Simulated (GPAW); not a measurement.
The system is CuO.

```xyz
4
Lattice="3.1795 0.0000 0.0000 -1.5898 2.7536 0.0000 0.0000 0.0000 4.4315" Properties=species:S:1:pos:R:3 pbc="T T T"
Cu    0.0000    0.0000    0.0000
Cu    0.0000    0.0000    2.2157
O     0.0000    1.8357    1.1079
O     1.5898    0.9179    3.3236
```

Measurements of this composition are mostly on another form, of space group No. 15.

Base run:

| Quantity | Value |
| --- | --- |
| Program | GPAW 26.7.0 |
| Functional | LDA |
| Potentials or basis | the program's PAW data sets (release 1.2.1) made for this functional |
| Cutoff | 800 eV |
| Basis | pw |
| k mesh | 8 × 8 × 5 |
| Occupations | fermi-dirac, width 0.05 eV |
| Spin | no spin polarisation |

Its results: band gap on the k mesh none (metal or under the smearing width); pressure -8.9 GPa.

**Question.** The run is repeated on the same cell with these changes: functional from LDA to RPBE. What comes out?

**Answer.** Band gap on the k mesh none (metal or under the smearing width); pressure 13.6 GPa.

RPBE binds less tightly than LDA, so the same cell stands under more pressure.

Caveats: the run has no spin polarisation, though such a crystal can be magnetic; semilocal functionals often make such compounds metallic where correlation or magnetic order opens a gap, which also shifts bond lengths.

Not every run made on this cell is shown here.
